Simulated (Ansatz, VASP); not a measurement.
Al2O3: equilibrium volume by level of theory

```
Al O
1.0
     2.38025    1.37424    4.33187
    -2.38025    1.37424    4.33187
     0.00000   -2.74848    4.33187
Al O
4 6
Direct
  0.85216 0.85216 0.85216
  0.64784 0.64784 0.64784
  0.14784 0.14784 0.14784
  0.35216 0.35216 0.35216
  0.05668 0.75000 0.44332
  0.75000 0.44332 0.05668
  0.44332 0.05668 0.75000
  0.94332 0.25000 0.55668
  0.25000 0.55668 0.94332
  0.55668 0.94332 0.25000
```

| rung | level | program and potentials | cutoff (eV) | k mesh | equilibrium volume (Å³/atom) | notes |
| --- | --- | --- | --- | --- | --- | --- |
| LDA | LDA | Ansatz, all-electron LAPW, scalar-relativistic | - | 6 × 6 × 6 | 8.33 | coarse mesh |
| LDA | LDA | VASP, LDA PAW files Al, O, 600 eV | 600 | 6 × 6 × 6 | 8.33 | - |
| GGA | BLYP | Ansatz, Ansatz PAW | 420 | 7 × 7 × 7 | 8.90 | potentials made for PBE, which Ansatz adapts in part |
| GGA | PBE | Ansatz, all-electron LAPW, scalar-relativistic | - | 6 × 6 × 6 | 8.76 | coarse mesh |
| GGA | PBE | VASP, PBE PAW files Al, O, release 54, 580 eV | 580 | 7 × 7 × 7 | 8.74 | - |
| GGA | PBE | VASP, PBE PAW files Al, O, release 54, 600 eV | 600 | 7 × 7 × 7 | 8.74 | - |
| GGA | PBE | VASP, PBE PAW files Al, O_h, 980 eV | 980 | 7 × 7 × 7 | 8.75 | - |
| GGA + dispersion | PBE+D3(BJ) | VASP, PBE PAW files Al, O, 600 eV | 600 | 6 × 6 × 6 | (a) | - |
| GGA | PBEsol | Ansatz, Ansatz PAW | 420 | 7 × 7 × 7 | 8.56 | potentials made for PBE, which Ansatz adapts in part |
| GGA + dispersion | PBEsol+D3(BJ) | Ansatz, Ansatz PAW | 420 | 7 × 7 × 7 | (b) | potentials made for PBE, which Ansatz adapts in part |
| GGA | revPBE | VASP, PBE PAW files Al, O, 600 eV | 600 | 7 × 7 × 7 | 8.87 | potentials made for PBE |
| non-local van der Waals functional | BEEF-vdW | VASP, PBE PAW files Al, O, 600 eV | 600 | 7 × 7 × 7 | 8.76 | potentials made for PBE |
| non-local van der Waals functional | optB86b-vdW | VASP, PBE PAW files Al, O, 600 eV | 600 | 7 × 7 × 7 | 8.64 | potentials made for PBE |
| non-local van der Waals functional | optB88-vdW | VASP, PBE PAW files Al, O, 600 eV | 600 | 7 × 7 × 7 | 8.67 | potentials made for PBE |
| non-local van der Waals functional | optPBE-vdW | VASP, PBE PAW files Al, O, 600 eV | 600 | 7 × 7 × 7 | 8.76 | potentials made for PBE |
| non-local van der Waals functional | vdW-DF-cx | VASP, PBE PAW files Al, O, 600 eV | 600 | 7 × 7 × 7 | 8.61 | potentials made for PBE |
| non-local van der Waals functional | vdW-DF2 | VASP, PBE PAW files Al, O, 600 eV | 600 | 7 × 7 × 7 | 9.01 | potentials made for PBE |
| meta-GGA | r2SCAN | Ansatz, Ansatz PAW | 500 | 7 × 7 × 7 | 8.50 | potentials made for PBE, which Ansatz adapts in part |

Task: relaxation of cell and atoms. All rows: no spin polarisation. Meshes differ between rows, which moves values too. Meshes are those of the run's cell of 10 atoms unless a note names another. Relaxations start from the cell shown or near it and stop with a little pressure left. Runs on faulty files, with rough fits or with known faults for this quantity aren't shown. No row holds spin-orbit coupling.

Task: Estimate the values left out from the other rows.

Result: (a) 8.58 Å³/atom; (b) 8.43 Å³/atom.
